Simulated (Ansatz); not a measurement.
All numbers below come from DFT PBE, scalar-relativistic, plane waves, PAW in Ansatz. Settings: cutoff 420 eV, Γ-centred meshes spaced at most about 0.3 Å⁻¹, and about 0.25 Å⁻¹ or finer for metals (2π included), Gaussian smearing. No spin polarisation in the final relaxations.

All energies are static (0 K, no zero-point motion).

Two forms of TiB₅ were relaxed alike.

1.

Space group F-43m (No. 216). a = 5.633 Å, b = 5.633 Å, c = 5.633 Å, α = 90.00°, β = 90.00°, γ = 90.00°
```
atom  site  symmetry       x       y       z
  Ti    4a      -43m  0.0000  0.0000  0.0000
   B    4d      -43m  0.2500  0.2500  0.7500
   B   16e       .3m  0.1193  0.3807  0.1193
```

2.

Space group Pmmm (No. 47). a = 3.079 Å, b = 4.391 Å, c = 5.839 Å, α = 90.00°, β = 90.00°, γ = 90.00°
| atom | site | symmetry | x | y | z |
| --- | --- | --- | --- | --- | --- |
| Ti | 1a | mmm | 0.0000 | 0.0000 | 0.0000 |
| B | 4u | m.. | 0.0000 | 0.1827 | 0.6459 |
| B | 1g | mmm | 0.0000 | 0.5000 | 0.5000 |

Question: Which form is favoured at zero pressure, and by what margin per atom?

Answer: Cell 1 is lower, by 265 meV/atom. Cell 1 has space group F-43m (No. 216), 7.4 Å³/atom and no gap on its mesh; cell 2 has space group Pmmm (No. 47), 13.2 Å³/atom and no gap. Counting B atoms around Ti (those within 1.25 times the shortest such distance or 1.15 times the sum of covalent radii, 1.27 where that leaves under three), cell 1 has Ti 16 and cell 2 has Ti 4. Cell 1 holds B–B units of three or more atoms (shortest 1.90 Å); cell 2 holds B–B chains (shortest 1.60 Å). The denser one is the lower, and pressure would at first widen the difference. Even the lower one lies +0.63 eV/atom against the reference forms of the elements (uncorrected), so neither is stable at this level. In cell 1, around Ti lie 16 B at 2.35–2.44 Å; B on a site of symmetry -43m is surrounded by 12 B at 2.33 Å and 4 Ti at 2.44 Å; B on a site of symmetry 3m is surrounded by 3 B at 1.90 Å, 3 B at 2.08 Å, 3 B at 2.33 Å and 3 Ti at 2.35 Å. In cell 2, Ti is surrounded by 4 B at 2.22 Å; B on a site of symmetry m has 3 B at 1.60–1.70 Å and 1 Ti at 2.22 Å; B on a site of symmetry mmm is surrounded by 4 B at 1.63 Å. Both come from invented guesses. A third cell relaxed alike, in P6/mmm, lies 228 meV/atom below the lower of the two.

Cells relaxed within their symmetry can be saddle points.
